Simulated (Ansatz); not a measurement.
# PbF2: the cost of one run

Computed with Ansatz 0.2.0 (DFT, PBE, plane-wave PAW, default files, scalar-relativistic, as far as a step names no other, unless a step's input says otherwise).

**1. The starting structure**

The structure is orthorhombic, space group Pnma (No. 62). The conventional cell has a = 6.408 Å, b = 3.880 Å, c = 7.664 Å, α = 90.00°, β = 90.00°, γ = 90.00°. Pb (site symmetry m) is surrounded by 7 F at 2.43 to 2.63 Å. F (site symmetry m) is surrounded by 3 Pb at 2.43 to 2.63 Å. F (site symmetry m) has 4 Pb at 2.45 to 2.61 Å as nearest neighbours.

Structure file:

```cif
data_structure
_symmetry_space_group_name_H-M 'Pnma'
_symmetry_Int_Tables_number 62
_cell_length_a 6.4081
_cell_length_b 3.8796
_cell_length_c 7.6638
_cell_angle_alpha 90.000
_cell_angle_beta 90.000
_cell_angle_gamma 90.000
_cell_volume 190.53
loop_
_atom_site_label
_atom_site_type_symbol
_atom_site_symmetry_multiplicity
_atom_site_Wyckoff_symbol
_atom_site_fract_x
_atom_site_fract_y
_atom_site_fract_z
_atom_site_occupancy
Pb1 Pb 4 c 0.25508 0.25000 0.89406 1
F1 F 4 c 0.47410 0.25000 0.15348 1
F2 F 4 c 0.64080 0.75000 0.43486 1
```

**2. Single point at the given positions**

The input, input.yaml:

```yaml
crystal:
  lattice:
    - [6.40810393, 0.0, 0.0]
    - [0.0, 3.87964277, 0.0]
    - [0.0, 0.0, 7.66379463]
  atoms:
    - { symbol: Pb, position: [0.25507947, 0.25, 0.89405554] }
    - { symbol: Pb, position: [0.74492053, 0.75, 0.10594446] }
    - { symbol: Pb, position: [0.75507947, 0.25, 0.60594446] }
    - { symbol: Pb, position: [0.24492053, 0.75, 0.39405554] }
    - { symbol: F, position: [0.47409676, 0.25, 0.15347941] }
    - { symbol: F, position: [0.52590324, 0.75, 0.84652059] }
    - { symbol: F, position: [0.97409676, 0.25, 0.34652059] }
    - { symbol: F, position: [0.02590324, 0.75, 0.65347941] }
    - { symbol: F, position: [0.6407953, 0.75, 0.43486462] }
    - { symbol: F, position: [0.3592047, 0.25, 0.56513538] }
    - { symbol: F, position: [0.1407953, 0.75, 0.06513538] }
    - { symbol: F, position: [0.8592047, 0.25, 0.93486462] }
kpoints:
  mp_grid: { grid: [4, 6, 3] }
scf:
  occupations: { method: fermi_dirac, width: 0.02 }
hamiltonian:
  xc: pbe
  pseudopotentials: { kind: paw }
output:
  forces: true
  stress: true
  populations: true
  efg: { contact_densities: true }
```

Command:

```sh
$ ansatz run input.yaml --threads 1 --pin off --max-ram 2560MiB --backend cpu --events-out ev --progress --plain --runs-dir out
```

What time and memory should one allow on 1 thread of Intel Xeon 6975P-C (Granite Rapids), shared host?

About 19 s, with a peak of 0.65 GiB.
